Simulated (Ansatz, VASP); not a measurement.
**Two plane-wave programs on As**

```
As
1.0
     4.58889    0.00000    0.00000
    -2.29444    3.97409    0.00000
     0.00000    0.00000    2.78069
As
2
Direct
  0.33333 0.66667 0.50000
  0.66667 0.33333 0.50000
```

Alike in both runs: task relaxation of cell and atoms; functional PBE; k mesh 12 × 12 × 20; occupations gaussian, width 0.1 eV; no spin polarisation.

|  | VASP | Ansatz |
| --- | --- | --- |
| version | VASP 6.6.1 | Ansatz 0.2.0 |
| potentials or method | VASP PAW PBE potentials, release 64 (As) | scalar-relativistic, plane waves, PAW |
| plane-wave cutoff (eV) | 600 | 420 |
| valence electrons in the cell | 10 | 30 |

|  | VASP | Ansatz | Ansatz less VASP |
| --- | --- | --- | --- |
| gap on the k mesh at the Fermi level, each at its own relaxed structure (eV) | none | none | - |
| relaxed volume (Å³/atom) | 25.64 | 25.56 | -0.080 |
| relaxed cell length with the largest relative difference (Å) | 2.833 | 2.829 | -0.0033 |
| energy change over the relaxation (meV/atom) | -3 | -3 | 0.0 |

A gap of «none» marks a metal or a gap that the smearing closes. The two sets of potentials don't hold the same shells in valence.
